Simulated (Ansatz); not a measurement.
# A computed series for KZnF3: response to strain

Start from KZnF₃ in the cubic perovskite structure (space group Pm-3m, No. 221; a = 4.052 Å).

Strains are applied to the cell and any free atomic positions relax.

Method: PBEsol (Ansatz, a first-principles code), no spin-orbit coupling.

| change | pressure | band gap | width of the top valence band |
|---|---|---|---|
| base | 0.01 GPa | 3.71 eV | 1.82 eV |
| isotropic strain −3.00 % | (withheld) | (withheld) | (withheld) |
| isotropic strain −2.40 % | 6.91 GPa | 3.90 eV | 2.25 eV |
| isotropic strain −1.80 % | 4.95 GPa | 3.85 eV | 2.14 eV |
| isotropic strain −1.20 % | 3.16 GPa | 3.80 eV | 2.03 eV |
| isotropic strain −0.60 % | 1.51 GPa | 3.75 eV | 1.92 eV |

Question: Fill in the withheld entries from the trend.

Answer: 
- isotropic strain −3.00 %, pressure: 9.04 GPa
- isotropic strain −3.00 %, band gap: 3.95 eV
- isotropic strain −3.00 %, width of the top valence band: 2.37 eV

Stability against distortions was not tested. Many cubic perovskites are stable only at high temperature; tilts and polar distortions were not tested.
